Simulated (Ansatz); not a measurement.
## SnSe2 under changes of volume

One of the cells (25.726 Å³/atom); the others are scaled copies at fixed shape and fractional positions:

```
CELL_PARAMETERS angstrom
3.81100 0.00000 0.00000
-1.90550 3.30042 0.00000
0.00000 0.00000 6.13600
ATOMIC_POSITIONS crystal
Sn 0.00000 0.00000 0.00000
Se 0.66667 0.33333 0.75100
Se 0.33333 0.66667 0.24900
```

| Property | Result |
| --- | --- |
| Program | Ansatz 0.2.0 |
| Functional | PBE |
| Potentials or basis | Ansatz PAW |
| Cutoff | 420 eV (not typed: the program's choice for these potentials) |
| k mesh | 8 × 8 × 5 |
| Occupations | fermi-dirac, width 0.05 eV |
| Spin | no spin polarisation |

| volume (Å³/atom) | energy over the lowest point (meV/atom) | pressure (GPa) | gap on the mesh (eV) | largest force (eV/Å) |
| --- | --- | --- | --- | --- |
| 24.182 | 111.84 | 11.4 | 0.89 | 1.472 |
| 24.697 | 78.90 | 9.2 | 0.86 | 1.225 |
| 25.212 | 52.49 | 7.3 | 0.84 | 0.998 |
| 25.726 | 31.97 | 5.5 | 0.81 | 0.787 |
| 26.241 | 16.73 | 4.0 | 0.78 | 0.593 |
| 26.755 | ? | ? | ? | ? |
| 27.270 | 0.00 | 1.3 | 0.73 | 0.249 |

Problem. What does the run at 26.755 Å³/atom give?

Solution. Energy over the lowest point 6.23 meV/atom; pressure 2.6 GPa; gap on the mesh 0.76 eV; largest force 0.414 eV/Å.

Worked out: A Birch-Murnaghan fit of order 3 (a polynomial in V^(-2/3)) to the other rows has its minimum at 27.87 Å³/atom, just outside them, with B0 = V·E''(V) = 58 GPa and B' = 4.6 at fixed shape and positions, which overstates the stiffness. It gives 6.23 meV/atom at 26.755 Å³/atom, against the run's 6.23, and -dE/dV = 2.6 GPa, against 2.6. A straight line through the other rows of the gap, of slope -1.33 eV per unit of ln V, gives 0.76 eV, against the run's 0.76.

Energies are extrapolated to zero smearing.

Caveats: odd divisions of the mesh miss points on the zone boundary, where band edges often lie, so the gap on the mesh can be too wide; spin-orbit coupling is left out, which moves the levels of the heavy elements; this functional lacks dispersion, which binds the layers, so the pressure and a relaxed spacing across them are unreliable; forces of over 1 eV/Å show positions far from the minimum, so gaps and moduli don't describe the material at rest (some runs).

A mesh can miss the band edges.
